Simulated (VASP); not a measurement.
Here is a VASP 6.6.1 calculation.

Contents of INCAR:

```
ALGO = Normal
DIPOL = 0.5 0.5 0.500
EDIFF = 1E-7
ENCUT = 520
GGA = PS
IDIPOL = 3
ISIF = 2
ISMEAR = 0
KPAR = 8
LASPH = T
LCHARG = T
LDIPOL = T
LREAL = F
LVACPOTAV = T
LVHAR = T
LWAVE = F
NELM = 100
PREC = Accurate
SIGMA = 0.05
```

KPOINTS

```
k-points
0
Gamma
  8 6 1
```

The input POSCAR:

```
AlN
1.0
    3.1130000000      0.0000000000      0.0000000000
    0.0000000000      4.9810000000      0.0000000000
    0.0000000000      0.0000000000     24.3783311067
Al N
12 12
Direct
    0.0000000001      0.0000000000      0.2051001760
    0.5000000000      0.5000000000      0.2419626541
    0.5000000001      0.0000000000      0.3156876101
    1.0000000000      0.5000000000      0.3525500881
    0.0000000001      0.0000000000      0.4262750440
    0.5000000000      0.5000000000      0.4631375220
    0.5000000001      0.0000000000      0.5368624780
    1.0000000000      0.5000000000      0.5737249560
    0.0000000001      0.0000000000      0.6474499119
    0.5000000000      0.5000000000      0.6843123899
    0.5000000001      0.0000000000      0.7580373459
    1.0000000000      0.5000000000      0.7948998240
    0.0000000001      0.3800000000      0.2051001760
    0.5000000000      0.8800000000      0.2419626541
    0.5000000001      0.3800000000      0.3156876101
    1.0000000000      0.8800000000      0.3525500881
    0.0000000001      0.3800000000      0.4262750440
    0.5000000000      0.8800000000      0.4631375220
    0.5000000001      0.3800000000      0.5368624780
    1.0000000000      0.8800000000      0.5737249560
    0.0000000001      0.3800000000      0.6474499119
    0.5000000000      0.8800000000      0.6843123899
    0.5000000001      0.3800000000      0.7580373459
    1.0000000000      0.8800000000      0.7948998240
```

Potentials or basis: VASP PAW PBE potentials, release 64 (Al, N).

Command:

```sh
$ cat potpaw_PBE.64/Al/POTCAR potpaw_PBE.64/N/POTCAR > POTCAR
$ mpirun -np 8 vasp_std > vasp.out
```

**Question.** What does it give for the ionisation potential of the upper face?

**Answer.** 5.01 eV.

**Question.** Predict the band gap on the k mesh.

**Answer.** 1.50 eV, indirect (least direct gap 1.53 eV).

Forces in eV/Å, atoms in the order of the input:
```
Al   0.000  1.746  1.920
Al   0.000 -1.233 -1.584
Al   0.000  0.331  0.205
Al   0.000 -0.303 -0.124
Al   0.000 -0.077  0.041
Al   0.000 -0.151 -0.026
Al   0.000 -0.151  0.026
Al   0.000 -0.077 -0.041
Al   0.000 -0.303  0.124
Al   0.000  0.331 -0.205
Al   0.000 -1.233  1.584
Al   0.000  1.746 -1.920
N    0.000 -0.719  0.400
N    0.000 -0.189 -1.165
N    0.000  0.223  0.493
N    0.000  0.109 -0.197
N    0.000  0.134  0.077
N    0.000  0.129 -0.044
N    0.000  0.129  0.044
N    0.000  0.134 -0.077
N    0.000  0.109  0.197
N    0.000  0.223 -0.493
N    0.000 -0.189  1.165
N    0.000 -0.719 -0.400
```

Caveat: the PAW data sets were made with another functional, which shifts forces and pressure a little. As with any semilocal functional, this PBEsol gap is likely too small.
